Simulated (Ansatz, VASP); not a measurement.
# One calculation of MgH2, two programs

```
CELL_PARAMETERS angstrom
-1.66579 2.37879 1.69584
1.66579 -2.37879 1.69584
1.66579 2.37879 -1.69584
ATOMIC_POSITIONS crystal
Mg 0.27119 0.77119 0.50000
H 0.02029 0.27114 0.74915
H 0.52199 0.27114 0.25085
```

Alike in both runs: functional PBE; k mesh 8 × 8 × 8; occupations gaussian, width 0.1 eV; no spin polarisation.

Ansatz relaxed the structure, and its values are those at the end. VASP's run is a single point on that final structure, the one shown.

|  | VASP | Ansatz |
| --- | --- | --- |
| version | VASP 6.6.1 | Ansatz 0.2.0 |
| potentials or method | VASP PAW PBE potentials, release 64 (Mg, H) | scalar-relativistic, plane waves, PAW |
| plane-wave cutoff (eV) | 520 | 420 |
| valence electrons in the cell | 4 | 12 |

```tsv
	VASP	Ansatz	Ansatz less VASP
gap on the k mesh at the Fermi level (eV)	none	none	-
pressure (GPa)	-0.4	0.0	+0.40
```

A gap of «none» marks a metal or a gap that the smearing closes. The functional is the same, so the differences come from potentials, cutoffs and numerics. The two sets of potentials don't hold the same shells in valence.
